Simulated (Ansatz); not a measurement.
**Honeycomb MgO monolayer in a perpendicular field**

Wanted: the out-of-plane response of the honeycomb MgO monolayer. A positive field points along +c.

Program: Ansatz 0.2.0. Level of theory: plane-wave DFT, PBE-D3(BJ), Ansatz PAW (set soft_1); PAW set soft_1. Results are calculated unless marked as measured.

## 1. The starting structure

The cell holds 2 atoms: 1 O and 1 Mg. Cell: a = 3.300 Å, b = 3.300 Å, c = 31.000 Å, α = 90.0°, β = 90.0°, γ = 120.0°. Vacuum lies along c.

Structure file:

```cif
data_structure
_symmetry_space_group_name_H-M 'P 1'
_symmetry_Int_Tables_number 1
_cell_length_a 3.3000
_cell_length_b 3.3000
_cell_length_c 31.0000
_cell_angle_alpha 90.000
_cell_angle_beta 90.000
_cell_angle_gamma 120.000
_cell_volume 292.36
loop_
_atom_site_label
_atom_site_type_symbol
_atom_site_fract_x
_atom_site_fract_y
_atom_site_fract_z
_atom_site_occupancy
O1 O 0.66667 0.33333 0.50000 1
Mg2 Mg 0.33333 0.66667 0.50000 1
```

## 2. Relaxation

The starting cell is a guess, so the in-plane lattice and the atoms are relaxed first, with the slab cut off from its images along the normal.

input.yaml

```yaml
crystal:
  lattice:
    - [3.3, 0.0, 0.0]
    - [-1.65, 2.8578838325, 0.0]
    - [0.0, 0.0, 31.0]
  atoms:
    - { symbol: O, position: [0.6666666667, 0.3333333333, 0.5] }
    - { symbol: Mg, position: [0.3333333333, 0.6666666667, 0.5] }
  periodic: [true, true, false]
kpoints:
  mp_grid: { grid: [12, 12, 1] }
hamiltonian:
  xc: pbe
  dispersion: d3bj
  pseudopotentials: { kind: paw, azcp: { folder: soft_1 } }
scf:
  occupations: { method: fermi_dirac, width: 0.05 }
  convergence: { dr2_threshold: 1.0e-09 }
relax:
  f_tol: 0.004
  max_steps: 90
  cell: {}
output:
  write_potential: true
  write_density: true
  volumetric_format: npy
```

The run is started by

```console
> ansatz run input.yaml --threads 2 --pin off --max-ram 3072MiB --backend cpu --events-out ev --progress --plain --runs-dir out
```

Numbers of over 12 decimals in the logs are rounded to 6 here.

What it wrote:

```text
Warning: relax.cell: scf.convergence.dr2_threshold = 1e-9 eV is looser than the 2e-10 eV advised for a relaxation that steers and ends on the stress (1e-10 eV for each atom of the cell: 2). What an SCF threshold leaves in a stress goes as its square root, and in the free energy as the threshold itself, and one threshold admits the most on a small cell: [figures from the program's tests cut] Set scf.convergence.dr2_threshold to 2e-10 eV or tighter. The threshold is an SCF's pass mark: one that does not reach it within its budget of iterations ends unconverged, or closes short of it on a stop that the run arms, and scf.convergence.dr2_threshold's page says what that costs each kind of run
Engine: ansatz 0.2.0, aarch64-unknown-linux-gnu
Pseudopotentials: kind: paw
Pseudopotential: O, paw, valence charge 6, recommended cutoff 420 eV (normal), soft_1/O.paw.azcp
Pseudopotential: Mg, paw, valence charge 10, recommended cutoff 420 eV (normal), soft_1/Mg.paw.azcp
Functional definition: PBE
  parameter kappa = 0.804
  parameter beta = 0.066725
  exchange = pbe_x(kappa = kappa, mu = beta*pi^2/3)
  correlation = pbe_c(beta = beta)
Crystal: 2 atoms, lattice volume = 292.362 Å³
Basis set: ecut = 420 eV, 5827 PW (Γ), exchange–correlation on 48×48×432 points (8 copies of the dense FFT grid, shifted against one another)
Bands: 12, of which v1, the nominal top of the filled ones, is band 8 counted from 1 (7 counted from 0)
Symmetry: 12 space group operations
Space group: P-6m2 (ITA 187), of the structure as read, at distance tolerance 6.6e-5 Å
k-points: 19 of 144 (time reversal used)
Non-local potential: O, projectors of the file, l = 0: 2, l = 1: 2, l = 2: 1
Non-local potential: Mg, projectors of the file, l = 0: 3, l = 1: 2, l = 2: 1
PAW form: soft (Blöchl's): semilocal exchange-correlation on the pseudo side does not see the compensation charge
PAW one-centre angular grid: O, 110 points (default); XC on 64 Gauss nodes
PAW one-centre angular grid: Mg, 110 points (default); XC on 64 Gauss nodes
Initial density: superposition of atomic densities (neutral atoms: chi_scale 0, normalization atom)
Initial wavefunctions: pseudopotential atomic-orbital guess
Functional: x = pbe(κ = 0.804, μ = 0.219515), c = pbe(β = 0.066725)
SCF iter   1: F=—  HF=-2496.676314 eV  |F-HF|=—  |Δ(HF+E_count)|=         —  Δρ=5.57e-2  dr2=1.11e1  ethr=3.10e-3  ⟨swp⟩=8.4  Hψ=1929  notcnv=0
preconditioner: auto → none  [insulator: Δε(μ)=7.243 eV  Ē_g=12.835 eV  σ=0.050 eV  W_gap=1.00  n_scr=16 (ndim 8)  ℏωp=5.3 eV  f_vac=0.826  D(μ)=0.00/eV (n_scr^D=0)  ε∞_Penn≈1.2]
SCF iter   2: F=—  HF=-2494.518049 eV  |F-HF|=—  |Δ(HF+E_count)|=    2.16e0  Δρ=5.04e-2  dr2=4.82e0  ethr=3.10e-3  ⟨swp⟩=4.2  Hψ=729  notcnv=0
SCF iter   3: F=—  HF=-2493.440335 eV  |F-HF|=—  |Δ(HF+E_count)|=    1.08e0  Δρ=7.95e-3  dr2=2.50e-1  ethr=3.10e-3  ⟨swp⟩=3.8  Hψ=560  notcnv=0
SCF iter   4: F=—  HF=-2493.446959 eV  |F-HF|=—  |Δ(HF+E_count)|=   6.62e-3  Δρ=6.95e-3  dr2=2.36e-1  ethr=1.56e-3  ⟨swp⟩=3.8  Hψ=685  notcnv=0
SCF iter   5: F=—  HF=-2493.407965 eV  |F-HF|=—  |Δ(HF+E_count)|=   3.90e-2  Δρ=4.00e-3  dr2=7.78e-2  ethr=1.48e-3  ⟨swp⟩=2.3  Hψ=336  notcnv=0
SCF iter   6: F=—  HF=-2493.389497 eV  |F-HF|=—  |Δ(HF+E_count)|=   1.85e-2  Δρ=7.83e-4  dr2=3.41e-3  ethr=4.86e-4  ⟨swp⟩=3.5  Hψ=417  notcnv=0
SCF iter   7: F=—  HF=-2493.388509 eV  |F-HF|=—  |Δ(HF+E_count)|=   9.88e-4  Δρ=1.59e-4  dr2=1.24e-4  ethr=2.13e-5  ⟨swp⟩=2.0  Hψ=379  notcnv=0
SCF iter   8: F=—  HF=-2493.388476 eV  |F-HF|=—  |Δ(HF+E_count)|=   3.25e-5  Δρ=9.41e-6  dr2=1.85e-7  ethr=7.76e-7  ⟨swp⟩=2.3  Hψ=333  notcnv=0
SCF iter   9: F=—  HF=-2493.388532 eV  |F-HF|=—  |Δ(HF+E_count)|=   5.57e-5  Δρ=1.62e-6  dr2=4.97e-9  ethr=1.15e-9  ⟨swp⟩=3.1  Hψ=449  notcnv=0
SCF iter  10: F=-2493.388532 eV  HF=-2493.388532 eV  |F-HF|=4.46e-11  |Δ(HF+E_count)|=   1.62e-9  Δρ=1.70e-7  dr2=2.47e-11  ethr=6.25e-12  ⟨swp⟩=9.7  Hψ=1324  notcnv=0
SCF 1 converged in 10 iterations: F = -2493.388532 eV  dr2 = 2.47e-11
  greatest PAW one-centre occupation: 1.000 electrons in one spin orbital (limit 2), on the Mg atom at site 1 (counted from 0), in its partial waves of l = 1
relax step   1: F+E_penalty+E_count = -2493.38853191 eV  Δ(F+E_penalty+E_count) = +0.000e0 eV  max|allowed force component| = 8.327e-17 eV/Å  Δτ_max = 0.0000 Å  P = -0.210 N/m  Ω = 292.362 Å³  fix = [c, alpha, beta]  reactions: c -0.000 N/m  (10 SCF iters, accepted)
Crystal: 2 atoms, lattice volume = 292.010 Å³
Initial density: handed on by an earlier stage of this run
Initial wavefunctions: those handed on with the density
iter 1 solved again at ethr=2.41e-7 eV; its pass at ethr=3.10e-3 eV (dr2=3.86e-5 eV) is discarded
SCF iter   1: F=—  HF=-2493.388661 eV  |F-HF|=—  |Δ(HF+E_count)|=         —  Δρ=1.00e-4  dr2=3.36e-5  ethr=2.41e-7  ⟨swp⟩=2.3  Hψ=1530  notcnv=0
preconditioner: auto → none  [insulator: Δε(μ)=3.394 eV  Ē_g=11.697 eV  σ=0.050 eV  W_gap=1.00  n_scr=16 (ndim 8)  ℏωp=6.1 eV  f_vac=0.860  D(μ)=0.00/eV (n_scr^D=0)  ε∞_Penn≈1.3]
SCF iter   2: F=—  HF=-2493.388714 eV  |F-HF|=—  |Δ(HF+E_count)|=   5.33e-5  Δρ=9.33e-5  dr2=1.83e-5  ethr=2.10e-7  ⟨swp⟩=2.0  Hψ=311  notcnv=0
SCF iter   3: F=—  HF=-2493.388708 eV  |F-HF|=—  |Δ(HF+E_count)|=   5.58e-6  Δρ=1.19e-5  dr2=4.03e-7  ethr=1.14e-7  ⟨swp⟩=2.0  Hψ=308  notcnv=0
SCF iter   4: F=—  HF=-2493.388706 eV  |F-HF|=—  |Δ(HF+E_count)|=   2.50e-6  Δρ=4.34e-6  dr2=3.60e-8  ethr=2.52e-9  ⟨swp⟩=2.5  Hψ=325  notcnv=0
SCF iter   5: F=-2493.388706 eV  HF=-2493.388706 eV  |F-HF|=1.77e-11  |Δ(HF+E_count)|=   7.56e-9  Δρ=4.75e-7  dr2=3.36e-10  ethr=6.25e-12  ⟨swp⟩=7.8  Hψ=1487  notcnv=0
SCF 2 converged in 5 iterations: F = -2493.388706 eV  dr2 = 3.36e-10
relax step   2: F+E_penalty+E_count = -2493.38870583 eV  Δ(F+E_penalty+E_count) = -1.739e-4 eV  max|allowed force component| = 1.041e-16 eV/Å  Δτ_max = 0.0000 Å  P = -0.133 N/m  Ω = 292.010 Å³  energy of the carried Pulay correction = +5.251e-5 eV  fix = [c, alpha, beta]  reactions: c -0.000 N/m  (5 SCF iters, accepted)
Crystal: 2 atoms, lattice volume = 291.404 Å³
Basis set: ecut = 420 eV, 5803 PW (Γ), exchange–correlation on 48×48×432 points (8 copies of the dense FFT grid, shifted against one another)
iter 1 solved again at ethr=7.20e-7 eV; its pass at ethr=3.10e-3 eV (dr2=1.15e-4 eV) is discarded
SCF iter   1: F=—  HF=-2493.388849 eV  |F-HF|=—  |Δ(HF+E_count)|=         —  Δρ=1.74e-4  dr2=1.00e-4  ethr=7.20e-7  ⟨swp⟩=2.8  Hψ=1561  notcnv=0
preconditioner: auto → none  [insulator: Δε(μ)=3.406 eV  Ē_g=11.713 eV  σ=0.050 eV  W_gap=1.00  n_scr=16 (ndim 8)  ℏωp=6.2 eV  f_vac=0.860  D(μ)=0.00/eV (n_scr^D=0)  ε∞_Penn≈1.3]
SCF iter   2: F=—  HF=-2493.388837 eV  |F-HF|=—  |Δ(HF+E_count)|=   1.23e-5  Δρ=1.62e-4  dr2=5.50e-5  ethr=6.28e-7  ⟨swp⟩=2.0  Hψ=312  notcnv=0
SCF iter   3: F=—  HF=-2493.388881 eV  |F-HF|=—  |Δ(HF+E_count)|=   4.37e-5  Δρ=2.07e-5  dr2=1.24e-6  ethr=3.44e-7  ⟨swp⟩=2.0  Hψ=304  notcnv=0
SCF iter   4: F=—  HF=-2493.388877 eV  |F-HF|=—  |Δ(HF+E_count)|=   3.64e-6  Δρ=8.88e-6  dr2=1.54e-7  ethr=7.76e-9  ⟨swp⟩=2.7  Hψ=331  notcnv=0
SCF iter   5: F=—  HF=-2493.388877 eV  |F-HF|=—  |Δ(HF+E_count)|=   3.47e-8  Δρ=9.69e-7  dr2=1.48e-9  ethr=9.63e-10  ⟨swp⟩=2.1  Hψ=313  notcnv=0
SCF iter   6: F=-2493.388877 eV  HF=-2493.388877 eV  |F-HF|=3.60e-10  |Δ(HF+E_count)|=  7.79e-10  Δρ=4.57e-7  dr2=4.15e-10  ethr=6.25e-12  ⟨swp⟩=9.3  Hψ=1286  notcnv=0
SCF 3 converged in 6 iterations: F = -2493.388877 eV  dr2 = 4.15e-10
relax step   3: F+E_penalty+E_count = -2493.38887724 eV  Δ(F+E_penalty+E_count) = -1.714e-4 eV  max|allowed force component| = 1.018e-16 eV/Å  Δτ_max = 0.0000 Å  P = +0.001 N/m  Ω = 291.404 Å³  energy of the carried Pulay correction = +1.432e-4 eV  fix = [c, alpha, beta]  reactions: c +0.000 N/m  (6 SCF iters, accepted)
Initial wavefunctions: pseudopotential atomic-orbital guess (no wavefunctions were taken with the density)
iter 1 solved again at ethr=2.21e-7 eV; its pass at ethr=3.10e-3 eV (dr2=3.54e-5 eV) is discarded
SCF iter   1: F=—  HF=-2493.388692 eV  |F-HF|=—  |Δ(HF+E_count)|=         —  Δρ=5.62e-6  dr2=1.12e-8  ethr=2.21e-7  ⟨swp⟩=5.4  Hψ=2446  notcnv=0
eigensolver tolerance schedule: the retry pair's looser diagonalisation over-reported the residual by 3150.17 of it (diagonalisation noise at 0.29 of the residual, at the tolerance the schedule requests for it); recorded, not acted on — ethr = c·dr2/N_el stays at c = 1.0e-1
preconditioner: auto → none  [insulator: Δε(μ)=3.396 eV  Ē_g=11.697 eV  σ=0.050 eV  W_gap=1.00  n_scr=16 (ndim 8)  ℏωp=6.2 eV  f_vac=0.860  D(μ)=0.00/eV (n_scr^D=0)  ε∞_Penn≈1.3]
SCF iter   2: F=—  HF=-2493.388745 eV  |F-HF|=—  |Δ(HF+E_count)|=   5.34e-5  Δρ=2.50e-6  dr2=3.45e-9  ethr=7.02e-11  ⟨swp⟩=3.3  Hψ=534  notcnv=0
SCF iter   3: F=-2493.388745 eV  HF=-2493.388745 eV  |F-HF|=1.04e-9  |Δ(HF+E_count)|=   5.53e-9  Δρ=1.15e-6  dr2=7.04e-10  ethr=6.25e-12  ⟨swp⟩=11.1  Hψ=1739  notcnv=0
SCF 4 converged in 3 iterations: F = -2493.388745 eV  dr2 = 7.04e-10
relax step   4: F+E_penalty+E_count = -2493.38874498 eV  Δ(F+E_penalty+E_count) = +1.323e-4 eV  max|allowed force component| = 6.476e-17 eV/Å  Δτ_max = 0.0000 Å  P = -0.002 N/m  Ω = 291.404 Å³  fix = [c, alpha, beta]  reactions: c -0.000 N/m  stress off target by 2.35e-3 N/m on what of the cell is left free  SCF on the basis re-selected at this cell (its energy is not comparable with the rows above)  (3 SCF iters)
basis re-selected at this cell: Δ(F+E_penalty+E_count) = +1.323e-4 eV, ΔP = -0.003 N/m vs the last step (what re-selecting the basis moved, of the pressure what is left beyond the Pulay correction that the steps carried, after the strain that the cell walked since its last selection, with what the two solves' SCF thresholds leave and, on support functions, any second-order correction that the steps lacked; it is no m [...]
SCF converged after 3 iterations
Free energy (F): -2493.388745 eV
Harris-Foulkes:  -2493.388745 eV  (|F-HF|=1.04e-9)
Internal energy: -2493.388745 eV  (E = F + TS)
E sigma→0 (E₀):  -2493.388745 eV
Fermi energy:    -3.777228 eV
--- Per-component energies (eV) ---
  E_band       = -500.741108
  E_kinetic    = 240.180215
  E_local      = -19843.357836  (includes V_loc(G=0)·N_el)
  E_nonlocal   = 247.197189
  E_hartree    = 9533.545152
  E_xc         = -99.044530
  E_vxc        = -126.663989  (∫ρ·V_xc dr)
  E_paw        = -463.000847  (= ΣΔE_a)
  E_vpaw       = -85.188198  (= ΣTr[D̂ρ^β])
  E_aug_tail   = 0.000525  (compensation charges beyond the density's cutoff)
  E_ewald      = 7891.251752
  E_disp       = -0.160364  (pairwise vdW)
  E_smearing   = -0.000000  (= −TS)
  E_closure    = -0.000000  (closes the sum)
  Σ components = -2493.388745   (vs F -2493.388745, Δ=0.00e0)
--- Forces (eV/Å), atoms counted from 1 ---
  atom   1  O      0.00000000     0.00000000     0.00000000
  atom   2  Mg     0.00000000    -0.00000000    -0.00000000
  max |Σ_I F_I| component: 9.25e-17 eV/Å
--- 2D stress c σ (N/m, compression-positive) ---
       -0.002352       0.000000       0.000000
        0.000000      -0.002352       0.000000
        0.000000       0.000000       0.000000
  P = ½ c Tr σ = -0.0024 N/m
--- Band table (eV; the first three rows and the last of 19) ---
  k-point 0: bands = [... 4 lower, -20.8791, -6.4902, -5.8594, -5.8594, -2.1440, -0.5238 (-0.5240°), 0.0994, 0.2769]
  k-point 1: bands = [... 4 lower, -20.8506, -6.4399, -6.0499, -5.8751, -1.9316, -0.4212 (-0.4214°), 0.2335, 0.4002]
  k-point 2: bands = [... 4 lower, -20.7719, -6.4995, -6.2984, -5.9177, -1.3862 (-1.3862°), -0.1201 (-0.1202°), 0.6308, 0.7702]
  k-point 18: bands = [... 4 lower, -20.3809, -7.2020, -7.1228, -5.5404, 3.1491, 3.4997, 3.6413, 3.9284]
  ° read free of the cell's end (the report's vacuum.weakly_bound_levels)
--- Relaxed structure (3 steps of the walk, 3 accepted, 1 SCFs on fresh bases) ---
  F+E_penalty+E_count = -2493.38874498 eV   max|allowed force component| = 6.476e-17 eV/Å   (the final SCF, on the basis selected at the relaxed cell)
  cell:  # Å, volume = 291.4037 Å³
    - [3.294590, 0.0, 0.0]
    - [-1.647295, 2.853199, 0.0]
    - [0.0, 0.0, 31.0]
  atoms:
    - { symbol: O, position: [0.666667, 0.333333, 0.500000] }
    - { symbol: Mg, position: [0.333333, 0.666667, 0.500000] }
```

The job ended after 11 s (2 threads of Arm Neoverse V1, shared host; peak memory 0.45 GiB; 21 s of CPU time).

Relaxation path:

```tsv
step	energy less that of the first step (eV)	largest force component (eV/Å)	volume (Å³)
1	0.0000	0.0000	292.36
2	-0.0002	0.0000	292.01
3	-0.0003	0.0000	291.40
4*	-0.0002	0.0000	291.40
```

Relaxation steps marked * repeat the geometry before them on a plane-wave basis chosen anew for their cell, so energy and pressure can jump there.

Forces are held to the 12 operations that the run works with; a distortion that breaks them can't arise in this run.

```tsv
cell as run	before	after	change
a (Å)	3.300	3.295	-0.2 %
b (Å)	3.300	3.295	-0.2 %
```

The relaxed structure:

```cif
data_structure
_symmetry_space_group_name_H-M 'P 1'
_symmetry_Int_Tables_number 1
_cell_length_a 3.2946
_cell_length_b 3.2946
_cell_length_c 31.0000
_cell_angle_alpha 90.000
_cell_angle_beta 90.000
_cell_angle_gamma 120.000
_cell_volume 291.40
loop_
_atom_site_label
_atom_site_type_symbol
_atom_site_fract_x
_atom_site_fract_y
_atom_site_fract_z
_atom_site_occupancy
O1 O 0.66667 0.33333 0.50000 1
Mg2 Mg 0.33333 0.66667 0.50000 1
```

This step gave:

```yaml
gap_on_the_k_mesh: 3.396 eV
```

The lattice constant a goes from 3.300 to 3.295 Å.

(Continued in part 2 of 2.)

[Logs are printed without paths, hosts, clocks, repeated set-up lines and the standing remarks that a program may print on its own settings, such as how far it seeks lower states.]

[Hosts, paths, dates, database ids (printed as entryN), source tags and the programs' standing remarks are cut or masked in the printed files.]

[Maps of the electrostatic potential energy from Ansatz leave out the sawtooth potential of an applied field or a dipole correction, so their vacuum need not be flat; planar profiles and work functions include it.]
